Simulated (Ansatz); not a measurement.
# CoO: the cost of one run

Computed with Ansatz 0.2.0 (DFT PBE+U, scalar-relativistic, plane waves, PAW, unless a step's input says otherwise).

2 further runs of the same task are left out: 2 that didn't finish.

### 1 The system as given

The structure is hexagonal, space group P6_3mc (No. 186). The conventional cell has a = 3.198 Å, b = 3.198 Å, c = 5.229 Å, α = 90.00°, β = 90.00°, γ = 120.00°. Co (site symmetry 3m) is surrounded by 4 O at 1.92 to 1.97 Å. O (site symmetry 3m) is surrounded by 4 Co at 1.92 to 1.97 Å.

Coordinates:

```
CELL_PARAMETERS angstrom
3.19765 0.00000 0.00000
-1.59882 2.76924 0.00000
0.00000 0.00000 5.22871
ATOMIC_POSITIONS crystal
Co 0.00000 0.00000 0.00347
Co 0.33333 0.66667 0.50336
O 0.00000 0.00000 0.37161
O 0.33333 0.66667 0.87156
```

Source of the structure: the Materials Project (structure only).

(A quick probe on a coarse mesh, which set the mesh and smearing, is not shown.)

### 3 A loose first relaxation

Input file input.yaml:

```yaml
crystal:
  lattice:
    - [3.1976457435, 0.0, 0.0]
    - [-1.5988228718, 2.7692424462, 0.0]
    - [0.0, 0.0, 5.22870971]
  atoms:
    - { symbol: Co, position: [0.0, 0.0, 0.00347414], spin: -2.6 }
    - { symbol: Co, position: [0.33333333, 0.66666667, 0.50336241], spin: 2.6 }
    - { symbol: O, position: [0.0, 0.0, 0.37160885], spin: 0.11 }
    - { symbol: O, position: [0.33333333, 0.66666667, 0.8715556], spin: -0.11 }
basis:
  ecutwfc: 420
kpoints:
  mp_grid: { grid: [6, 6, 4] }
hamiltonian:
  xc: pbe
  hubbard: { sites: [{ species: Co, l: d, u_eff: 3.32 }] }
scf:
  occupations: { method: gaussian, width: 0.1 }
output:
  forces: true
  stress: true
  eigenvalues: true
  populations: true
magnetization:
  spin_polarized: true
relax:
  adjacent_minimum: "off"
  f_tol: 0.05
  max_steps: 80
  cell: { stress_tol: 0.5 }
```

Launch:

```console
> ansatz run input.yaml --threads 1 --pin off --max-ram 2560MiB --backend cpu --events-out ev --progress --plain --runs-dir out
```

What time and memory should one allow on 1 thread of Intel Xeon 6975P-C (Granite Rapids), shared host?

About 36 s, with a peak of 0.43 GiB.
